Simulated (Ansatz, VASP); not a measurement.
Two plane-wave programs on Ru

Contents of INCAR:

```
ALGO = Normal
EDIFF = 1E-6
ENCUT = 520
GGA = PE
ISIF = 2
ISMEAR = -1
LASPH = T
LCHARG = F
LREAL = F
LWAVE = F
NBANDS = 13
NELM = 100
PREC = Accurate
SIGMA = 0.1
```

KPOINTS

```
k-points
0
Gamma
  14 14 14
```

Contents of POSCAR:

```
Ru
1.0
    2.4432896508      0.0000000000      0.0000000000
    0.0000000000      2.4432896508      0.0000000000
    0.0000000000      0.0000000000      2.4432896508
Ru
1
Direct
    0.0000000000      0.0000000000      0.0000000000
```

Input for Ansatz:

```yaml
crystal:
  lattice:
    - [2.4432896508, 0.0, 0.0]
    - [0.0, 2.4432896508, 0.0]
    - [0.0, 0.0, 2.4432896508]
  atoms:
    - { symbol: Ru, position: [0.0, 0.0, 0.0] }
hamiltonian:
  xc: pbe
  pseudopotentials:
    kind: paw
    azcp:
      Ru: "pseudopotentials/Ru.paw.azcp"
basis:
  ecutwfc: 420
  fft_grid_basis: typed
kpoints:
  mp_grid: { grid: [14, 14, 14], shift: [0, 0, 0] }
magnetization:
  spin_polarized: false
scf:
  occupations: { method: fermi_dirac, width: 0.1 }
  lower_state_search: "off"
output:
  stress: true
```

Alike in both runs: task single point; functional PBE; k mesh 14 × 14 × 14; occupations fermi-dirac, width 0.1 eV; no spin polarisation.

```csv
,VASP,Ansatz
version,VASP 6.6.1,Ansatz 0.2.0
potentials or method,"VASP PAW PBE potentials, release 64 (Ru_pv)","plane waves (420 eV) with PAW, scalar-relativistic"
plane-wave cutoff (eV),520,420
valence electrons in the cell,14,16
```

Ansatz gave:

```
pressure (GPa) : 22.4
```

Problem. What did VASP give for the same quantities?

Solution. Pressure (GPa): 22.7.

The two sets of potentials don't hold the same shells in valence.

Caveats: so large a pressure means that the cell lies far from this level's equilibrium, or that cutoff or potentials fall short (VASP).
